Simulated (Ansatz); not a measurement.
# Si/GaP/CoSi2: a contact from a semiconductor to a metal, part 4 of 5

Wanted: barrier heights, local density of states and T(E) for Si/GaP/CoSi2. The semiconductor is Si diamond(111), undoped, with its far face capped by hydrogen, and the metal is CoSi2 fluorite(111) turned by 180 degrees (type B), with GaP zinc blende(111) between them (whole bilayers). After relaxation the nearest pair at the metal is Si–Ga at 2.48 Å, along the normal. The common net has a side of 3.896 Å, which strains the semiconductor by +0.7 %, the layer between by +0.0 % and the metal by +2.8 %, against typed lattice constants near PBE's. The first steps treat the bulk crystals alone.

Ansatz 0.2.0; PBE DFT, plane waves, PAW files (the session's first sound run).

So far. Step 4 (Relaxing the interfaces): The largest force component on a free atom ends at 0.0072 eV/Å. At one or more of this run's solves the program warned of density in the dipole ramp over its bound, where dipole, forces and levels can be off. Step 5 (The contact's transmission, atomic planes in the …): The semiconductor's channels close between -0.40 and +0.20 eV.

## (6) T(E) from the semiconductor into the metal, atomic planes in the barrier 6, gap between the electrodes 11.94 Å

Level of this step: PBE DFT, plane waves, PAW files; ballistic transmission by layer matching between semi-infinite leads (Ansatz).

System of this step: Si/GaP/CoSi2. The cell holds 54 atoms: 38 Si, 3 P, 3 Ga, 9 Co and 1 H. Cell: a = 3.896 Å, b = 3.896 Å, c = 96.070 Å, α = 90.0°, β = 90.0°, γ = 120.0°. Regions: left electrode, 20 atoms (20 Si); barrier, 6 atoms (3 P and 3 Ga); right electrode, 27 atoms (18 Si and 9 Co). Vacuum lies along c.

A thicker layer between them.

input.yaml

```yaml
crystal:
  lattice:
    - [3.896, 0.0, 0.0]
    - [-1.948, 3.3740349731, 0.0]
    - [0.0, 0.0, 96.0704755163]
  atoms:
    - { symbol: Si, position: [0.66666667, 0.33333333, 0.1613398905] }
    - { symbol: Si, position: [0.0, 0.0, 0.1694525579] }
    - { symbol: Si, position: [0.0, 0.0, 0.1941191369] }
    - { symbol: Si, position: [0.33333333, 0.66666667, 0.2022318043] }
    - { symbol: Si, position: [0.33333333, 0.66666667, 0.2268983833] }
    - { symbol: Si, position: [0.66666667, 0.33333333, 0.2350110507] }
    - { symbol: Si, position: [0.66666667, 0.33333333, 0.2596776298] }
    - { symbol: Si, position: [0.0, 0.0, 0.2677902972] }
    - { symbol: Si, position: [0.0, 0.0, 0.2924568762] }
    - { symbol: Si, position: [0.33333333, 0.66666667, 0.3005695436] }
    - { symbol: Si, position: [0.33333333, 0.66666667, 0.3252361226] }
    - { symbol: Si, position: [0.66666667, 0.33333333, 0.33334879] }
    - { symbol: Si, position: [0.66666667, 0.33333333, 0.358015369] }
    - { symbol: Si, position: [0.0, 0.0, 0.3661280364] }
    - { symbol: Si, position: [0.0, 0.0, 0.3907946154] }
    - { symbol: Si, position: [0.33333333, 0.66666667, 0.3989072829] }
    - { symbol: Si, position: [0.33333333, 0.66666667, 0.4235738619] }
    - { symbol: Si, position: [0.66666667, 0.33333333, 0.4316865293] }
    - { symbol: Si, position: [0.66666667, 0.33333333, 0.4563150419] }
    - { symbol: Si, position: [0.0, 0.0, 0.4640646675] }
    - { symbol: P, position: [0.0, 0.0, 0.4878416916] }
    - { symbol: Ga, position: [0.33333333, 0.66666667, 0.4963314258] }
    - { symbol: P, position: [0.33333333, 0.66666667, 0.5208537312] }
    - { symbol: Ga, position: [0.66666667, 0.33333333, 0.5293783627] }
    - { symbol: P, position: [0.66666667, 0.33333333, 0.5539541825] }
    - { symbol: Ga, position: [0.0, 0.0, 0.5625825466] }
    - { symbol: Si, position: [0.0, 0.0, 0.5883806621] }
    - { symbol: Co, position: [0.66666667, 0.33333333, 0.5946089485] }
    - { symbol: Si, position: [0.33333333, 0.66666667, 0.6010955918] }
    - { symbol: Si, position: [0.66666667, 0.33333333, 0.6177158554] }
    - { symbol: Co, position: [0.33333333, 0.66666667, 0.6252293521] }
    - { symbol: Si, position: [0.0, 0.0, 0.6327428487] }
    - { symbol: Si, position: [0.33333333, 0.66666667, 0.6493631123] }
    - { symbol: Co, position: [0.0, 0.0, 0.656876609] }
    - { symbol: Si, position: [0.66666667, 0.33333333, 0.6643901057] }
    - { symbol: Si, position: [0.0, 0.0, 0.6810103693] }
    - { symbol: Co, position: [0.66666667, 0.33333333, 0.6885238659] }
    - { symbol: Si, position: [0.33333333, 0.66666667, 0.6960373626] }
    - { symbol: Si, position: [0.66666667, 0.33333333, 0.7126576262] }
    - { symbol: Co, position: [0.33333333, 0.66666667, 0.7201711229] }
    - { symbol: Si, position: [0.0, 0.0, 0.7276846195] }
    - { symbol: Si, position: [0.33333333, 0.66666667, 0.7443048832] }
    - { symbol: Co, position: [0.0, 0.0, 0.7518183798] }
    - { symbol: Si, position: [0.66666667, 0.33333333, 0.7593318765] }
    - { symbol: Si, position: [0.0, 0.0, 0.7759521401] }
    - { symbol: Co, position: [0.66666667, 0.33333333, 0.7834656368] }
    - { symbol: Si, position: [0.33333333, 0.66666667, 0.7909791334] }
    - { symbol: Si, position: [0.66666667, 0.33333333, 0.807599397] }
    - { symbol: Co, position: [0.33333333, 0.66666667, 0.8151128937] }
    - { symbol: Si, position: [0.0, 0.0, 0.8226263904] }
    - { symbol: Si, position: [0.33333333, 0.66666667, 0.839246654] }
    - { symbol: Co, position: [0.0, 0.0, 0.8467601506] }
    - { symbol: Si, position: [0.66666667, 0.33333333, 0.8542736473] }
    - { symbol: H, position: [0.66666667, 0.33333333, 0.1457263527] }
kpoints:
  mp_grid: { grid: [8, 8, 1] }
scf:
  occupations: { method: fermi_dirac, width: 0.1 }
  max_iter: 150
hamiltonian:
  xc: pbe
efield:
  axis: 3
  dipole_correction: true
output:
  transmission:
    kmesh: [12, 12]
    e_range: [-2.5, 2.5]
    de: 0.05
    leads: [[8, 10], [39, 42]]
  dos: { projected: true, e_range: [-6, 5], de: 0.05 }
  write_potential: true
  write_density: true
  volumetric_format: npy
```

Launch:

```bash
$ ansatz run input.yaml --threads 8 --pin off --max-ram 24576MiB --backend cpu --events-out ev --progress --plain --runs-dir out
```

Numbers of over 12 decimals in the logs are rounded to 6 here.

What it wrote:

```text
[...]
Crystal: 54 atoms, lattice volume = 1262.869 Å³
Basis set: ecut = 420 eV, 24981 PW (Γ)
Bands: 234, of which v1, the nominal top of the filled ones, is band 180 counted from 1 (179 counted from 0)
Symmetry: 6 space group operations
[...]
k-points: 10 of 64 (time reversal used)
[...]
SCF iter   1: F=—  HF=-83940.889493 eV  |F-HF|=—  |Δ(HF+E_count)|=         —  Δρ=6.34e-3  dr2=1.39e1  ethr=1.77e-3  p=-0.073 e·Å  D=-1.05e-2 V/Å  ΔV_dip=1.01 eV  dr2_dipole=2.52e0  V_vac-E_F(+/−)=4.61/3.60 eV  ⟨swp⟩=9.1  Hψ=12574  notcnv=0  defer=78
[...]
SCF iter  14: F=-83940.793731 eV  HF=-83940.793731 eV  |F-HF|=7.36e-8  |Δ(HF+E_count)|=   4.02e-7  Δρ=7.16e-7  dr2=1.77e-8  ethr=2.78e-11  p=-0.050 e·Å  D=-7.20e-3 V/Å  ΔV_dip=0.69 eV  dr2_dipole=2.71e-10  V_vac-E_F(+/−)=4.96/4.27 eV  ⟨swp⟩=2.7  Hψ=4354  notcnv=0
SCF 1 converged in 14 iterations: F = -83940.793731 eV  dr2 = 1.77e-8
[...]
transmission: 149 of 1444 steps passed
transmission: 301 of 1444 steps passed
[...]
transmission: 1444 of 1444 steps passed
[...]
SCF converged after 14 iterations
Free energy (F): -83940.793731 eV
[...]
Internal energy: -83940.397197 eV  (E = F + TS)
E sigma→0 (E₀):  -83940.595464 eV
Entropy (-TS):   -0.396534 eV (-7.343 meV/atom)
Fermi energy:    5.032552 eV
Dipole field:    D = -0.007191 V/Å  (p = -0.050188 e·Å, saw-weighted, corrected)
Work function:   Φ+ = 4.9568 eV   Φ− = 4.2660 eV
[...]
--- Band table (eV; the first three rows and the last of 10) ---
  k-point 0: bands = [... 176 lower, 5.8986, 5.9431, 6.0167, 6.1007, 6.1887, 6.1887, 6.1998, 6.2922, ... 50 higher]
  k-point 1: bands = [... 176 lower, 5.8029, 5.9681, 6.0797, 6.0951, 6.2391, 6.4109, 6.4492, 6.4667, ... 50 higher]
  k-point 2: bands = [... 176 lower, 4.9066, 5.0131, 5.2093, 5.5187, 5.5496, 5.6029, 5.7981, 5.7998, ... 50 higher]
  k-point 9: bands = [... 176 lower, 4.2731, 4.3766, 4.4957, 4.5900, 4.6058, 4.6334, 4.6442, 5.1303, ... 50 higher]
--- Transmission ---
  basis      : 121 plane waves across, 76 finite elements along
  points     : 19, standing for a mesh of 12 x 12
[...]
channels       : 0.000000e0 a spin
[...]
slowest decay  : 0.0916 /Å at (0.0000, 0.0000)
[...]
channels       : 1.354167e0 a spin
[...]
slowest decay  : 0.1416 /Å at (0.5000, 0.0000)
  junction   : crystal 0 to crystal 1, 29.67 to 67.67 Å
    transmission   : 0.000000e0 a spin
[...]
```

Elapsed: 4 min, on 8 threads of Arm Neoverse V2, shared host; peak memory 11 GiB; 30 min of CPU time.

This step gave:

| Property | Result |
| --- | --- |
| free energy | -83940.7937 eV |
| Fermi energy | 5.033 eV |
| potential step in the lower lead | 30.5 meV |
| potential step in the upper lead | 8.5 meV |
| work function, lower face | 4.266 eV |
| dipole moment | -0.05019 e·Å |
| dipole field | -0.007191 V/Å |

One spin. Table of transmission, zone mean by energy, zero at the Fermi level:

| energy (eV) | transmission, zone mean |
| --- | --- |
| -2.400 | 0.400 |
| -2.250 | 0.450 |
| -2.200 | 0.436 |
| -2.000 | 0.366 |
| -1.800 | 0.227 |
| -1.600 | 0.192 |
| -1.400 | 0.0771 |
| -1.200 | 0.0182 |
| -1.000 | 0.00694 |
| -0.800 | 0.00322 |
| -0.600 | 0.00105 |
| -0.400 | 1.0e-4 |
| -0.200 | 0 |
| 0.000 | 0 |
| 0.200 | 6.9e-5 |
| 0.400 | 9.5e-4 |
| 0.600 | 0.00719 |
| 0.800 | 0.00827 |
| 1.000 | 0.00975 |
| 1.200 | 0.0295 |
| 1.400 | 0.0451 |
| 1.600 | 0.165 |
| 1.800 | 0.228 |
| 2.000 | 0.340 |
| 2.200 | 0.493 |
| 2.400 | 0.695 |

One spin. The open channels, zone mean by energy, zero at the Fermi level:

| energy (eV) | lower lead | upper lead |
| --- | --- | --- |
| -2.50 | 1.76 | 1.27 |
| -2.35 | 1.63 | 1.02 |
| -2.25 | 1.59 | 1.23 |
| -2.10 | 1.59 | 1.61 |
| -1.95 | 1.38 | 1.42 |
| -1.80 | 1.34 | 1.74 |
| -1.70 | 1.22 | 1.71 |
| -1.55 | 0.979 | 1.85 |
| -1.40 | 0.854 | 1.57 |
| -1.30 | 0.604 | 1.24 |
| -1.15 | 0.562 | 1.72 |
| -1.00 | 0.354 | 1.63 |
| -0.90 | 0.312 | 1.59 |
| -0.75 | 0.146 | 1.88 |
| -0.60 | 0.146 | 1.88 |
| -0.45 | 0.00694 | 1.79 |
| -0.35 | 0 | 1.71 |
| -0.20 | 0 | 1.46 |
| -0.05 | 0 | 1.35 |
| 0.00 | 0 | 1.35 |
| 0.05 | 0 | 1.27 |
| 0.20 | 0.0417 | 1.27 |
| 0.35 | 0.104 | 1.03 |
| 0.45 | 0.208 | 0.986 |
| 0.60 | 0.333 | 0.944 |
| 0.75 | 0.5 | 0.722 |
| 0.90 | 0.757 | 0.681 |
| 1.00 | 0.757 | 0.597 |
| 1.15 | 0.986 | 0.597 |
| 1.30 | 1.28 | 0.653 |
| 1.40 | 1.40 | 0.694 |
| 1.55 | 1.65 | 0.882 |
| 1.70 | 1.94 | 0.965 |
| 1.80 | 2.15 | 1.17 |
| 1.95 | 2.07 | 1.17 |
| 2.10 | 2.38 | 1.38 |
| 2.25 | 1.91 | 1.58 |
| 2.35 | 1.83 | 1.83 |
| 2.50 | 1.87 | 1.83 |

Projected DOS an atom over height of the atomic layer and energy from the Fermi level. Layers: H Si Si Si Si Si Si Si Si Si Si Si Si Si Si Si Si Si Si Si Si P Ga P Ga P Ga Si Co Si Si Co Si Si Co Si Si Co Si Si Co Si Si Co Si Si Co Si Si Co Si Si Co Si; projections on atoms miss part of the total, and the computed bands can run out at the top of the range; a column is the mean of 4 neighbouring layers, the last of those left over.

Ten even steps from '0' (0.00 states/eV) to '9' (2.55 states/eV), each cell a mean:
```
00000000000000
00111110000011
11111121111211
22222211111111
12222220000111
12211121121111
12222211111112
01112200000002
00001000000001
00000001011112
00000002112113
00000004224224
01100016336339
12221118448447
22222224223224
22222222222223
22222222223222
12222323334332
21222212222211
00001201111110
00000001110110
00000000110110
```
Columns: height of the atomic layer (Å) from 16.1 to 81.7 (not evenly spaced); rows upwards: energy from the Fermi level (eV) from -6 to 5.

The semiconductor's channels close between -0.40 and +0.20 eV. In the worse lead the potential repeats within 30 meV, which the program flags as too much for a lead, so the lead is short or a field runs through it.

## (7) The contact's transmission, atomic planes in the barrier 8, gap between the electrodes 15.12 Å

System of this step: Si/GaP/CoSi2. The cell holds 56 atoms: 38 Si, 4 P, 4 Ga, 9 Co and 1 H. Cell: a = 3.896 Å, b = 3.896 Å, c = 99.250 Å, α = 90.0°, β = 90.0°, γ = 120.0°. Regions: left electrode, 20 atoms (20 Si); barrier, 8 atoms (4 P and 4 Ga); right electrode, 27 atoms (18 Si and 9 Co). Vacuum lies along c.

A thicker layer between them.

input.yaml

```yaml
crystal:
  lattice:
    - [3.896, 0.0, 0.0]
    - [-1.948, 3.3740349731, 0.0]
    - [0.0, 0.0, 99.250451613]
  atoms:
    - { symbol: Si, position: [0.66666667, 0.33333333, 0.156170574] }
    - { symbol: Si, position: [0.0, 0.0, 0.1640233122] }
    - { symbol: Si, position: [0.0, 0.0, 0.1878995761] }
    - { symbol: Si, position: [0.33333333, 0.66666667, 0.1957523144] }
    - { symbol: Si, position: [0.33333333, 0.66666667, 0.2196285783] }
    - { symbol: Si, position: [0.66666667, 0.33333333, 0.2274813165] }
    - { symbol: Si, position: [0.66666667, 0.33333333, 0.2513575804] }
    - { symbol: Si, position: [0.0, 0.0, 0.2592103186] }
    - { symbol: Si, position: [0.0, 0.0, 0.2830865825] }
    - { symbol: Si, position: [0.33333333, 0.66666667, 0.2909393208] }
    - { symbol: Si, position: [0.33333333, 0.66666667, 0.3148155847] }
    - { symbol: Si, position: [0.66666667, 0.33333333, 0.3226683229] }
    - { symbol: Si, position: [0.66666667, 0.33333333, 0.3465445868] }
    - { symbol: Si, position: [0.0, 0.0, 0.354397325] }
    - { symbol: Si, position: [0.0, 0.0, 0.3782735889] }
    - { symbol: Si, position: [0.33333333, 0.66666667, 0.3861263272] }
    - { symbol: Si, position: [0.33333333, 0.66666667, 0.4100025911] }
    - { symbol: Si, position: [0.66666667, 0.33333333, 0.4178553293] }
    - { symbol: Si, position: [0.66666667, 0.33333333, 0.4416947464] }
    - { symbol: Si, position: [0.0, 0.0, 0.4491960747] }
    - { symbol: P, position: [0.0, 0.0, 0.472211285] }
    - { symbol: Ga, position: [0.33333333, 0.66666667, 0.4804290087] }
    - { symbol: P, position: [0.33333333, 0.66666667, 0.5041656216] }
    - { symbol: Ga, position: [0.66666667, 0.33333333, 0.5124171246] }
    - { symbol: P, position: [0.66666667, 0.33333333, 0.5362055372] }
    - { symbol: Ga, position: [0.0, 0.0, 0.5444570403] }
    - { symbol: P, position: [0.0, 0.0, 0.5682454529] }
    - { symbol: Ga, position: [0.33333333, 0.66666667, 0.5765973649] }
    - { symbol: Si, position: [0.33333333, 0.66666667, 0.6015689109] }
    - { symbol: Co, position: [0.0, 0.0, 0.6075976436] }
    - { symbol: Si, position: [0.66666667, 0.33333333, 0.6138764554] }
    - { symbol: Si, position: [0.0, 0.0, 0.6299642071] }
    - { symbol: Co, position: [0.66666667, 0.33333333, 0.637236972] }
    - { symbol: Si, position: [0.33333333, 0.66666667, 0.6445097369] }
    - { symbol: Si, position: [0.66666667, 0.33333333, 0.6605974886] }
    - { symbol: Co, position: [0.33333333, 0.66666667, 0.6678702535] }
    - { symbol: Si, position: [0.0, 0.0, 0.6751430184] }
    - { symbol: Si, position: [0.33333333, 0.66666667, 0.6912307701] }
    - { symbol: Co, position: [0.0, 0.0, 0.698503535] }
    - { symbol: Si, position: [0.66666667, 0.33333333, 0.7057762999] }
    - { symbol: Si, position: [0.0, 0.0, 0.7218640516] }
    - { symbol: Co, position: [0.66666667, 0.33333333, 0.7291368165] }
    - { symbol: Si, position: [0.33333333, 0.66666667, 0.7364095814] }
    - { symbol: Si, position: [0.66666667, 0.33333333, 0.7524973331] }
    - { symbol: Co, position: [0.33333333, 0.66666667, 0.759770098] }
    - { symbol: Si, position: [0.0, 0.0, 0.7670428629] }
    - { symbol: Si, position: [0.33333333, 0.66666667, 0.7831306146] }
    - { symbol: Co, position: [0.0, 0.0, 0.7904033795] }
    - { symbol: Si, position: [0.66666667, 0.33333333, 0.7976761443] }
    - { symbol: Si, position: [0.0, 0.0, 0.8137638961] }
    - { symbol: Co, position: [0.66666667, 0.33333333, 0.821036661] }
    - { symbol: Si, position: [0.33333333, 0.66666667, 0.8283094258] }
    - { symbol: Si, position: [0.66666667, 0.33333333, 0.8443971776] }
    - { symbol: Co, position: [0.33333333, 0.66666667, 0.8516699425] }
    - { symbol: Si, position: [0.0, 0.0, 0.8589427073] }
    - { symbol: H, position: [0.66666667, 0.33333333, 0.1410572927] }
kpoints:
  mp_grid: { grid: [8, 8, 1] }
scf:
  occupations: { method: fermi_dirac, width: 0.1 }
  max_iter: 150
hamiltonian:
  xc: pbe
efield:
  axis: 3
  dipole_correction: true
output:
  transmission:
    kmesh: [12, 12]
    e_range: [-2.5, 2.5]
    de: 0.05
    leads: [[8, 10], [41, 44]]
  dos: { projected: true, e_range: [-6, 5], de: 0.05 }
  write_potential: true
  write_density: true
  volumetric_format: npy
```

What it wrote:

```text
[...]
Crystal: 56 atoms, lattice volume = 1304.671 Å³
Basis set: ecut = 420 eV, 25831 PW (Γ)
Bands: 245, of which v1, the nominal top of the filled ones, is band 189 counted from 1 (188 counted from 0)
Symmetry: 6 space group operations
[...]
k-points: 10 of 64 (time reversal used)
[...]
points     : 19, standing for a mesh of 12 x 12
[...]
channels       : 0.000000e0 a spin
[...]
slowest decay  : 0.0919 /Å at (0.0000, 0.0000)
[...]
channels       : 1.354167e0 a spin
[...]
slowest decay  : 0.1415 /Å at (0.5000, 0.0000)
  junction   : crystal 0 to crystal 1, 29.67 to 70.85 Å
    transmission   : 0.000000e0 a spin
[...]
[key lines of the parts left out:]
SCF converged after 14 iterations
Free energy (F): -88480.332908 eV
Fermi energy:    5.117301 eV
Dipole field:    D = -0.006974 V/Å  (p = -0.050283 e·Å, saw-weighted, corrected)
Work function:   Φ+ = 4.9560 eV   Φ− = 4.2639 eV
```

The job ended after 4.3 min (8 threads; peak memory 11 GiB).

The semiconductor's channels close between -0.40 and +0.20 eV. In the worse lead the potential repeats within 32 meV, which the program flags as too much for a lead, so the lead is short or a field runs through it.

## (8) Side by side

Times are for 8 threads of Arm Neoverse V2, shared host. The runs compared:

| no. | gap between the electrodes (Å) | potential step in the lower lead (meV) | time | memory (GiB) |
| --- | --- | --- | --- | --- |
| 1 | 8.76 | 27.3 | 3.2 min | 9.9 |
| 2 | 11.94 | 30.5 | 4 min | 11 |
| 3 | 15.12 | 31.5 | 4.3 min | 11 |

The runs together. Transmission, zone mean against energy, zero at the Fermi level:

| energy (eV) | 8.76 | 11.94 | 15.12 |
| --- | --- | --- | --- |
| -2.400 | 0.559 | 0.400 | 0.321 |
| -2.300 | 0.563 | 0.397 | 0.330 |
| -2.250 | 0.509 | 0.450 | 0.378 |
| -2.200 | 0.495 | 0.436 | 0.351 |
| -2.000 | 0.365 | 0.366 | 0.259 |
| -1.800 | 0.293 | 0.227 | 0.136 |
| -1.600 | 0.173 | 0.192 | 0.181 |
| -1.500 | 0.261 | 0.188 | 0.148 |
| -1.400 | 0.129 | 0.0771 | 0.0582 |
| -1.200 | 0.0427 | 0.0182 | 0.0353 |
| -1.000 | 0.0172 | 0.00694 | 0.00349 |
| -0.800 | 0.00813 | 0.00322 | 0.00150 |
| -0.600 | 0.00269 | 0.00105 | 4.8e-4 |
| -0.400 | 2.5e-4 | 1.0e-4 | 4.7e-5 |
| -0.200 | 0 | 0 | 0 |
| 0.000 | 0 | 0 | 0 |
| 0.200 | 5.5e-4 | 6.9e-5 | 4.9e-5 |
| 0.400 | 0.00600 | 9.5e-4 | 7.3e-4 |
| 0.600 | 0.0235 | 0.00719 | 0.00382 |
| 0.800 | 0.0248 | 0.00827 | 0.00360 |
| 1.000 | 0.0375 | 0.00975 | 0.00490 |
| 1.200 | 0.0555 | 0.0295 | 0.0632 |
| 1.400 | 0.0697 | 0.0451 | 0.0746 |
| 1.600 | 0.248 | 0.165 | 0.197 |
| 1.650 | 0.328 | 0.219 | 0.229 |
| 1.800 | 0.254 | 0.228 | 0.196 |
| 2.000 | 0.394 | 0.340 | 0.231 |
| 2.200 | 0.581 | 0.493 | 0.432 |
| 2.400 | 0.754 | 0.695 | 0.668 |

[end of part 4 of 5]

[Logs are printed without paths, hosts, clocks, repeated set-up lines and the standing remarks that a program may print on its own settings, such as how far it seeks lower states.]

[Hosts, paths, dates, database ids (printed as entryN), source tags and the programs' standing remarks are cut or masked in the printed files.]
